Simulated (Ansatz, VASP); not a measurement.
**Two plane-wave programs on AlN**

```
Al N
1.0
     0.00000    2.03452    2.03452
     2.03452    0.00000    2.03452
     2.03452    2.03452    0.00000
Al N
1 1
Direct
  0.18200 0.94500 0.03700
  0.68200 0.44500 0.53700
```

Alike in both runs: task single point; functional PBE; k mesh 4 × 4 × 4; occupations gaussian, width 0.1 eV; no spin polarisation.

|  | VASP | Ansatz |
| --- | --- | --- |
| version | VASP 6.6.1 | Ansatz 0.2.0 |
| potentials or method | VASP PAW PBE potentials, release 64 (Al, N) | scalar-relativistic, plane waves, PAW |
| plane-wave cutoff (eV) | 520 | 420 |
| valence electrons in the cell | 8 | 8 |

```tsv
	VASP	Ansatz	Ansatz less VASP
gap on the k mesh at the Fermi level (eV)	4.37	4.40	+0.023
least direct gap on the mesh (eV)	5.39	5.38	-0.010
pressure (GPa)	0.1	0.3	+0.26
```

With one functional, cell and mesh, what is left measures potentials, basis and numerics.

Caveats: the k mesh is coarse (spacing up to 0.67 Å⁻¹), so the values aren't converged. A k mesh can miss the band edges. Expect the measured gap to be larger: semilocal functionals such as PBE lack the derivative discontinuity.
